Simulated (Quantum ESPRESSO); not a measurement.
**MgSi under changes of volume**

One of the cells (17.692 Å³/atom); the others are scaled copies at fixed shape and fractional positions:

```
CELL_PARAMETERS angstrom
1.50251 -5.42602 0.00000
1.50251 5.42602 0.00000
0.00000 0.00000 4.34018
ATOMIC_POSITIONS crystal
Si 0.57064 0.42936 0.75000
Si 0.42936 0.57064 0.25000
Mg 0.16838 0.83162 0.25000
Mg 0.83162 0.16838 0.75000
```

The cell comes from a database or a generator and needn't be the stable form of this composition.

| Property | Result |
| --- | --- |
| Program | Quantum ESPRESSO 7.5 |
| Functional | r2SCAN |
| Potentials or basis | SG15 PBE 1.2 |
| Cutoff | 952 eV |
| Density cutoff | 3810 eV |
| k mesh | 5 × 5 × 3 |
| Occupations | fermi-dirac, width 0.05 eV |
| Spin | no spin polarisation |

| volume (Å³/atom) | energy over the lowest point (meV/atom) | pressure (GPa) | largest force (eV/Å) |
| --- | --- | --- | --- |
| 16.630 | 12.03 | 3.8 | 0.197 |
| 16.984 | ? | ? | ? |
| 17.338 | 1.13 | 0.9 | 0.211 |
| 17.692 | 0.00 | -0.3 | 0.225 |
| 18.046 | 1.27 | -1.4 | 0.232 |
| 18.400 | 4.84 | -2.4 | 0.234 |
| 18.754 | 10.65 | -3.4 | 0.235 |

Problem. What does the run at 16.984 Å³/atom give?

Solution. Energy over the lowest point 4.98 meV/atom; pressure 2.2 GPa; largest force 0.205 eV/Å.

Worked out: A Birch-Murnaghan fit of order 3 (a polynomial in V^(-2/3)) to the other rows has its minimum at 17.68 Å³/atom with B0 = V·E''(V) = 57 GPa and B' = 3.1 at fixed shape and positions, which overstates the stiffness. It gives 5.11 meV/atom at 16.984 Å³/atom, against the run's 4.98, and -dE/dV = 2.4 GPa, against 2.2.

Energies are extrapolated to zero smearing.

Caveats: all runs use coarse meshes; the potentials were made for another functional, which shifts forces and pressure.
